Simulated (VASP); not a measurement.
# Li (Im-3m) in VASP: settings compared

One crystal, Li, is run at these levels: PBE, LDA; tasks: single point.

Program: VASP 6.6.1. These are calculated values, not measurements. Logs are shortened: lines on timing, memory, paths and dates and some standing lists are left out, and cuts for length are marked.

**1. The cell of the first run**

It takes space group Im-3m (No. 229, cubic). The conventional cell has a = 3.500 Å, b = 3.500 Å, c = 3.500 Å, α = 90.00°, β = 90.00°, γ = 90.00°. Li (site symmetry m-3m) has 8 Li at 3.03 Å as nearest neighbours.

**2. Single point, PBE (one atom moved)**

Input file INCAR:

```
  PREC = Accurate
  ENCUT = 520
  EDIFF = 1E-7
  ISMEAR = 0
  SIGMA = 0.1
  LREAL = False
  LASPH = True
  NELM = 80
  ALGO = Normal
  ISIF = 2
  LWAVE = False
  LCHARG = False
  GGA = PE
  NBANDS = 8
```

Input file KPOINTS:

```
regular mesh
0
Gamma
  14 14 14
```

Input file POSCAR:

```
Li
1.0
   -1.7500000000      1.7500000000      1.7500000000
    1.7500000000     -1.7500000000      1.7500000000
    1.7500000000      1.7500000000     -1.7500000000
Li
1
Direct
   -0.0116000000     -0.0115371429      0.0199028571
```

Potentials or basis: VASP PAW PBE potentials, release 64 (Li_sv).

Started as:

```bash
> cat potpaw_PBE.64/Li_sv/POTCAR > POTCAR
> mpirun -np 1 vasp_std > vasp.out
```

OUTCAR:

```text
PREC = Accurate
   ENCUT = 520
   EDIFF = 1E-7
   ISMEAR = 0
   LREAL = False
   LASPH = True
   NELM = 80
   ISIF = 2
   GGA = PE

 ion  position               nearest neighbor table
   1  0.988  0.988  0.020-

  LATTYP: Found a body centered cubic cell.
 ALAT       =     3.5000000000

  Lattice vectors:

 A1 = (  -1.7500000000,   1.7500000000,   1.7500000000)
 A2 = (   1.7500000000,  -1.7500000000,   1.7500000000)
 A3 = (   1.7500000000,   1.7500000000,  -1.7500000000)

Analysis of symmetry for initial positions (statically):
=====================================================================
 Subroutine PRICEL returns:
 Original cell was already a primitive cell.

 Routine SETGRP: Setting up the symmetry group for a
 body centered cubic supercell.

 Subroutine GETGRP returns: Found 48 space group operations
 (whereof  1 operations were pure point group operations)
 out of a pool of 48 trial point group operations.

The static configuration has the point symmetry C_1 .
 The point group associated with its full space group is O_h .

Analysis of symmetry for dynamics (positions and initial velocities):
=====================================================================
 Subroutine PRICEL returns:
 Original cell was already a primitive cell.

 Routine SETGRP: Setting up the symmetry group for a
 body centered cubic supercell.

 Subroutine GETGRP returns: Found 48 space group operations
 (whereof  1 operations were pure point group operations)
 out of a pool of 48 trial point group operations.

The dynamic configuration has the point symmetry C_1 .
 The point group associated with its full space group is O_h .

 Subroutine INISYM returns: Found 48 space group operations
 (whereof  1 operations are pure point group operations),
 and found     1 'primitive' translations

----------------------------------------------------------------------------------------

                                     Primitive cell

  volume of cell :      21.4375

  direct lattice vectors                    reciprocal lattice vectors
    -1.750000000  1.750000000  1.750000000     0.000000000  0.285714286  0.285714286
     1.750000000 -1.750000000  1.750000000     0.285714286  0.000000000  0.285714286
     1.750000000  1.750000000 -1.750000000     0.285714286  0.285714286  0.000000000

  length of vectors
     3.031088913  3.031088913  3.031088913     0.404061018  0.404061018  0.404061018

  position of ions in fractional coordinates (direct lattice)
     0.988400000  0.988462857  0.019902857

  ion indices of the primitive-cell ions
   primitive index   ion index
                 1           1

----------------------------------------------------------------------------------------

 KPOINTS: regular mesh

Automatic generation of k-mesh.
 Grid dimensions read from file:
 generate k-points for:   14   14   14

 Generating k-lattice:

  Cartesian coordinates                     Fractional coordinates (reciprocal lattice)
     0.000000000  0.020408163  0.020408163     0.071428571  0.000000000  0.000000000
     0.020408163  0.000000000  0.020408163     0.000000000  0.071428571  0.000000000
     0.020408163  0.020408163  0.000000000     0.000000000  0.000000000  0.071428571

  Length of vectors
     0.028861501  0.028861501  0.028861501

  Shift w.r.t. Gamma in fractional coordinates (k-lattice)
     0.000000000  0.000000000  0.000000000

 Subroutine IBZKPT returns following result:
 ===========================================

 Found    104 irreducible k-points:

 Following reciprocal coordinates:
            Coordinates               Weight
  0.000000  0.000000  0.000000      1.000000
  0.071429  0.000000  0.000000     12.000000
  0.142857  0.000000  0.000000     12.000000
  0.214286  0.000000  0.000000     12.000000
  0.285714  0.000000  0.000000     12.000000
  0.357143  0.000000  0.000000     12.000000
[... 16 lines left out ...]
  0.285714  0.285714  0.000000     24.000000
  0.357143  0.285714  0.000000     24.000000
 [... further k-points ...]
   k-points           NKPTS =    104   k-points in BZ     NKDIM =    104   number of bands    NBANDS=      8
   number of dos      NEDOS =    301   number of ions     NIONS =      1
   total plane-waves  NPLWV =  13824
   dimension x,y,z NGX =    24 NGY =   24 NGZ =   24
   dimension x,y,z NGXF=    48 NGYF=   48 NGZF=   48
   ions per type =               1
   NGX,Y,Z   is equivalent  to a cutoff of  13.16, 13.16, 13.16 a.u.
   NGXF,Y,Z  is equivalent  to a cutoff of  26.33, 26.33, 26.33 a.u.
 SYSTEM =  unknown system
   PREC   = accura    normal or accurate (medium, high low for compatibility)
   ISTART =      0    job   : 0-new  1-cont  2-samecut
   ICHARG =      2    charge: 1-file 2-atom 10-const
   ISPIN  =      1    spin polarized calculation?
   LNONCOLLINEAR =      F non collinear calculations
   LSORBIT =      F    spin-orbit coupling
   LASPH  =      T    aspherical Exc in radial PAW
   ENCUT  =  520.0 eV  38.22 Ry    6.18 a.u.   5.64  5.64  5.64*2*pi/ulx,y,z
   NELM   =     80;   NELMIN=  2; NELMDL= -5     # of ELM steps
   EDIFF  = 0.1E-06   stopping-criterion for ELM
   LREAL  =      F    real-space projection
[... 7 lines left out ...]
   TEBEG  =    0.0;   TEEND  =   0.0 temperature during run
   PSTRESS=    0.0 pullay stress
   NELECT =       3.0000    total number of electrons
   NUPDOWN=      -1.0000    fix difference up-down
   EMIN   =  10.00;   EMAX   =-10.00  energy-range for DOS
   EFERMI =   0.00;   METHOD = LEGACY
   ISMEAR =     0;   SIGMA  =   0.10  broadening in eV -4-tet -1-fermi 0-gaus
   EFERMI_NEDOS =   21; number of points for ismear=-14 and -15
   IALGO  =     38    algorithm
   IMIX   =      4    mixing-type and parameters
     AMIX     =   0.40;   BMIX     =  1.00
     AMIX_MAG =   1.60;   BMIX_MAG =  1.00
  volume/ion in A,a.u.               =      21.44       144.67
  Fermi-wavevector in a.u.,A,eV,Ry     =   0.849944  1.606162  9.828924  0.722406
  Thomas-Fermi vector in A             =   1.965845
   LORBIT       =      0    0 simple, 1 ext, 2 COOP (PROOUT), +10 PAW based schemes
   GGA     = PE    functional components
   LHFCALC =     F    Hartree Fock is set to
   AEXX    =    0.0000 exact exchange contribution
   IVDW    =     0    specifies the selected vdW correction
   LEPSILON=     F    determine dielectric tensor
   LRPA    =     F    only Hartree local field effects (RPA)
 non-spin polarized calculation
 Gauss-broadening in eV      SIGMA  =   0.10
  energy-cutoff  :      520.00
  volume of cell :       21.44
 maximum number of plane-waves:       603
   NGX = 11   NGY = 11   NGZ = 11

 number of electron       3.0000004 magnetization

 Free energy of the ion-electron system (eV)
  ---------------------------------------------------
  ext. energy  EPLUGINS =         0.00000000
  ---------------------------------------------------
  free energy    TOTEN  =        -1.90228648 eV

  energy without entropy =       -1.89885369  energy(sigma->0) =       -1.90057008

 E-fermi :   0.4586     XC(G=0):  -6.9094

 val. band max:        0.4516068490   @ k =   0.2857   0.2143   0.0000
 cond. band min:       0.4795644325   @ k =  -0.3571   0.4286   0.1429
 fundamental gap:      0.0279575835
 Fermi energy:         0.4586357249

 k-point     1 :       0.0000    0.0000    0.0000
  band No.  band energies     occupation
      1     -46.1531      2.00000
      2      -3.0141      2.00000
      3      14.5021      0.00000
      4      14.5021      0.00000
      5      14.5022      0.00000
      6      19.1606      0.00000
      7      19.1606      0.00000
      8      19.1606      0.00000

 k-point     2 :       0.0714    0.0000    0.0000
  band No.  band energies     occupation
      1     -46.1522      2.00000
      2      -2.9192      2.00000
      3      13.8735      0.00000
      4      14.0483      0.00000
      5      14.3428      0.00000
      6      17.8548      0.00000
      7      18.0568      0.00000
      8      19.3212      0.00000

 k-point     3 :       0.1429    0.0000    0.0000
  band No.  band energies     occupation
      1     -46.1501      2.00000
      2      -2.6354      2.00000
      3      12.1124      0.00000
      4      13.1383      0.00000
      5      13.9012      0.00000
      6      16.7332      0.00000
      7      16.8864      0.00000
      8      18.9875      0.00000

 k-point     4 :       0.2143    0.0000    0.0000
  band No.  band energies     occupation
      1     -46.1470      2.00000
      2      -2.1624      2.00000
      3       9.9236      0.00000
      4      12.2246      0.00000
      5      13.3096      0.00000
      6      15.6241      0.00000
      7      16.5772      0.00000
      8      19.1855      0.00000

 k-point     5 :       0.2857    0.0000    0.0000
  band No.  band energies     occupation
      1     -46.1436      2.00000
      2      -1.5049      2.00000
      3       7.7838      0.00000
      4      11.4607      0.00000
      5      12.7290      0.00000
      6      14.7559      0.00000
      7      16.5581      0.00000
      8      19.7839      0.00000
[... 177 lines left out ...]
 k-point    22 :       0.3571    0.2143    0.0000
  band No.  band energies     occupation
      1     -46.1363      2.00000
      2       1.3630      0.00000
      3       3.8084      0.00000
      4       7.2883      0.00000
      5      10.7683      0.00000
      6      17.2572      0.00000
      7      18.7808      0.00000
      8      20.8588      0.00000

 k-point    23 :       0.2857    0.2857    0.0000
  band No.  band energies     occupation
      1     -46.1362      2.00000
      2       1.4350      0.00000
      3       4.0430      0.00000
      4       6.6907      0.00000
      5      10.7396      0.00000
      6      17.9162      0.00000
      7      18.6278      0.00000
      8      20.7462      0.00000

 k-point    24 :       0.3571    0.2857    0.0000
  band No.  band energies     occupation
      1     -46.1357      2.00000
      2       2.2062      0.00000
      3       3.2229      0.00000
      4       6.4225      0.00000
      5      10.6722      0.00000
      6      18.2488      0.00000
      7      19.3295      0.00000
      8      19.5746      0.00000

 [... further k-points ...]
[... 5 lines left out ...]
  --------------------------------------------------------------------------------------
  -------------------------------------------------------------------------------------
  Total       -0.1014332     -0.1014332     -0.1014332     -0.0000000     -0.0000000      0.0000000
  in kB       -7.5808281     -7.5808281     -7.5808281     -0.0000000     -0.0000000      0.0000000
  external PRESSURE =      -7.5808281 kB  Pullay stress =       0.0000000 kB

 VOLUME and BASIS-vectors are now :
 -----------------------------------------------------------------------------
  energy-cutoff  :      520.00
  volume of cell :       21.44
      direct lattice vectors                 reciprocal lattice vectors
    -1.750000000  1.750000000  1.750000000     0.000000000  0.285714286  0.285714286
     1.750000000 -1.750000000  1.750000000     0.285714286  0.000000000  0.285714286
     1.750000000  1.750000000 -1.750000000     0.285714286  0.285714286  0.000000000

 POSITION                                       TOTAL-FORCE (eV/Angst)
 -----------------------------------------------------------------------------------
      0.03494      0.03472      3.42468         0.000000     -0.000000      0.000000
 -----------------------------------------------------------------------------------
    total drift:                               -0.000000     -0.000000      0.000003

  FREE ENERGIE OF THE ION-ELECTRON SYSTEM (eV)
  ---------------------------------------------------
  free  energy   TOTEN  =        -1.9022864826 eV

  energy  without entropy=       -1.8988536866  energy(sigma->0) =       -1.90057008
```

It took 9 s on 1 thread of AMD EPYC 9R45 (Zen 5), shared host; peak memory 0.1 GiB.

What came out:

* Free energy: -1.9023 eV
* Band gap on the k mesh: none (metal or under the smearing width)

Levels at points of the mesh, in eV from the Fermi level:
| k point | band 1 | band 2 | band 3 | band 4 | band 5 |
| --- | --- | --- | --- | --- | --- |
| (0.00, 0.00, 0.00) | -46.61 | -3.47 | 14.04 | 14.04 | 14.04 |
| (0.50, 0.00, 0.00) | -46.60 | 0.27 | 3.09 | 9.98 | 11.41 |
| (0.50, 0.50, 0.50) | -46.59 | 5.34 | 5.34 | 5.34 | 7.54 |

Caveat: the cutoff is under 1.25 times the usual one of these potentials, so pressure, stress and relaxed cells hold a basis-set (Pulay) error.

**3. Single point, PBE (strained and moved within the space group)**

Input file INCAR:

```
  ALGO = Fast
  EDIFF = 1E-6
  ENCUT = 520
  GGA = PE
  ISIF = 2
  ISMEAR = 0
  LASPH = True
  LCHARG = False
  LREAL = False
  LWAVE = False
  NBANDS = 8
  NELM = 60
  PREC = Accurate
  SIGMA = 0.1
```

Input file KPOINTS:

```
k-points
0
Gamma
  16 16 16
```

Input file POSCAR:

```
Li
1.0
   -1.7546725000      1.7546725000      1.7546725000
    1.7546725000     -1.7546725000      1.7546725000
    1.7546725000      1.7546725000     -1.7546725000
Li
1
Direct
    0.0000000000      0.0000000000      0.0000000000
```

Potentials or basis: VASP PAW PBE potentials, release 64 (Li_sv).

Started as:

```bash
> cat potpaw_PBE.64/Li_sv/POTCAR > POTCAR
> mpirun -np 1 vasp_std > vasp.out
```

It took 14 s on 1 thread of AMD EPYC 9R45 (Zen 5), shared host; peak memory 0.11 GiB.

It converged, with:

```
Free energy            : -1.9028 eV
Band gap on the k mesh : none (metal or under the smearing width)
```

Levels at points of the mesh, in eV from the Fermi level:
```tsv
k point	band 1	band 2	band 3	band 4
(0.00, 0.00, 0.00)	-46.63	-3.47	13.96	13.96
(0.50, 0.00, 0.00)	-46.62	0.27	3.06	9.92
(0.50, 0.50, 0.50)	-46.61	5.30	5.30	5.30
```

Caveat: the cutoff is under 1.25 times the usual one of these potentials, so pressure, stress and relaxed cells hold a basis-set (Pulay) error.

(Part 1 of 2 ends here.)
